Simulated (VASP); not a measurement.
Wanted: the native input for a VASP 6.6.1 run.

| Property | Result |
| --- | --- |
| Task | single point |
| Functional | PBEsol |
| Potentials or basis | VASP PAW PBE potentials, release 64 (Li_sv, Cl) |
| Cutoff | 520 eV |
| k mesh | 8 × 8 × 8 |
| Occupations | gaussian, width 0.02 eV |
| Spin | no spin polarisation |
| Dipole correction | no |
| Further INCAR settings | ALGO = Fast; EDIFF = 1e-07; NBANDS = 12 |

The structure of LiCl lies in POSCAR:

```
LiCl
1.0
    0.0000000000      2.5318043285      2.5318043285
    2.5318043285      0.0000000000      2.5318043285
    2.5318043285      2.5318043285      0.0000000000
Li Cl
1 1
Direct
    0.0000000000      0.0000000000      0.0000000000
    0.5000000000      0.5000000000      0.5000000000
```

The input as run:

INCAR

```
PREC     = Accurate       # precision mode
ENCUT    = 520            # plane-wave cutoff, eV
EDIFF    = 1E-7           # SCF threshold, eV
ISMEAR   = 0              # smearing method
SIGMA    = 0.02           # smearing width, eV
LREAL    = F              # projectors in reciprocal space
LASPH    = T              # aspherical terms in the spheres
NELM     = 80             # most SCF steps
ALGO     = Fast           # electronic algorithm
ISIF     = 2              # what is computed and relaxed
LWAVE    = F              # write WAVECAR
LCHARG   = F              # write CHGCAR
GGA      = PS             # functional
NBANDS   = 12             # bands
```

KPOINTS

```
regular mesh
0
Gamma
  8 8 8
```

Potentials or basis: VASP PAW PBE potentials, release 64 (Li_sv, Cl).

Command:

```console
$ cat potpaw_PBE.64/Li_sv/POTCAR potpaw_PBE.64/Cl/POTCAR > POTCAR
$ mpirun -np 1 vasp_std > vasp.out
```

It gave:

The band gap on the k mesh is 6.36 eV, direct.

It took 16 s on 1 thread of Intel(R) Xeon(R) 6975P-C (Granite Rapids) (shared host), peak memory 0.14 GiB.
